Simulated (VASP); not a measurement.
Si2W, 6 atoms in the cell. The typed cell holds 6 atoms: a = 4.511 Å, b = 4.545 Å, c = 4.799 Å, α = 90.49°, β = 119.30°, γ = 92.17°.  The cell isn't the ideal one: all atoms moved at random, sigma 0.05 Å a component, cell strained at random, sigma 0.06.

```yaml
Program: VASP 6.6.1
Task: relaxation of cell and atoms
Functional: PBE
Potentials_or_basis: VASP PAW PBE potentials, release 64 (Si, W_sv)
Cutoff: 600 eV
k_mesh: 7 × 6 × 7
Occupations: gaussian, width 0.05 eV
Spin: no spin polarisation
Further_INCAR_settings: ALGO = Normal; EDIFF = 1e-06; IBRION = 2; EDIFFG = -0.01; NSW = 40; ISIF = 3
```

Potentials or basis: VASP PAW PBE potentials, release 64 (Si, W_sv).

Run with:

```console
$ cat potpaw_PBE.64/Si/POTCAR potpaw_PBE.64/W_sv/POTCAR > POTCAR
$ mpirun -np 1 vasp_std > vasp.out
```

Hardware: 1 thread of Intel(R) Xeon(R) Platinum 8375C CPU @ 2.90GHz (Ice Lake), on a shared host.

Q: Estimate the wall time of this run.

A: Run time: 35 min on 1 thread of Intel(R) Xeon(R) Platinum 8375C CPU @ 2.90GHz (Ice Lake), with other jobs on the host, peak memory 0.49 GiB. Counts: scf iterations 106, k points 148, ion steps 16.
